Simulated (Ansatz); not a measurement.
MoSe2:

```
Mo Se
1.0
     3.28800    0.00000    0.00000
    -1.64400    2.84749    0.00000
     0.00000    0.00000   12.90000
Mo Se
2 4
Direct
  0.66667 0.33333 0.75000
  0.33333 0.66667 0.25000
  0.66667 0.33333 0.37500
  0.33333 0.66667 0.87500
  0.66667 0.33333 0.12500
  0.33333 0.66667 0.62500
```

```yaml
Program: Ansatz 0.2.0
Task: relaxation of cell and atoms
Functional: PBEsol
Dispersion: D4
Potentials_or_basis: Ansatz PAW
Cutoff: "420 eV (not typed: the program's choice for these potentials)"
k_mesh: 9 × 9 × 2
Occupations: fermi-dirac, width 0.05 eV
Spin: no spin polarisation
```

At the start: volume 20.13 Å³/atom.

Question: How do energy, volume and symmetry change on relaxing?

Answer: It ends after 5 steps and the volume is 19.11 Å³/atom (-5.0 %); space group P6_3/mmc (No. 194, to 0.05 Å).

The path:
| step | energy change (eV) | largest force (eV/Å) | volume (Å³) |
| --- | --- | --- | --- |
| 1 | 0.0000 | 0.8081 | 120.78 |
| 2 | -0.1178 | 0.0957 | 115.99 |
| 3 | -0.1219 | 0.0195 | 114.61 |
| 4 | -0.1220 | 0.0014 | 114.68 |
| 5 | -0.1211 | 0.0014 | 114.68 |

Final structure:
```cif
data_structure
_symmetry_space_group_name_H-M 'P 1'
_symmetry_Int_Tables_number 1
_cell_length_a 3.2449
_cell_length_b 3.2449
_cell_length_c 12.5763
_cell_angle_alpha 90.000
_cell_angle_beta 90.000
_cell_angle_gamma 120.000
_cell_volume 114.68
loop_
_atom_site_label
_atom_site_type_symbol
_atom_site_fract_x
_atom_site_fract_y
_atom_site_fract_z
_atom_site_occupancy
Mo1 Mo 0.66667 0.33333 0.75000 1
Mo2 Mo 0.33333 0.66667 0.25000 1
Se1 Se 0.66667 0.33333 0.38267 1
Se2 Se 0.33333 0.66667 0.88267 1
Se3 Se 0.66667 0.33333 0.11733 1
Se4 Se 0.33333 0.66667 0.61733 1
```

Caveat: the plane-wave basis is chosen anew once the cell has moved, so the energies of steps on either side of that aren't comparable; the PAW data sets come from PBE, with cores solved anew for the run's functional, which leaves a small shift of forces and pressure.
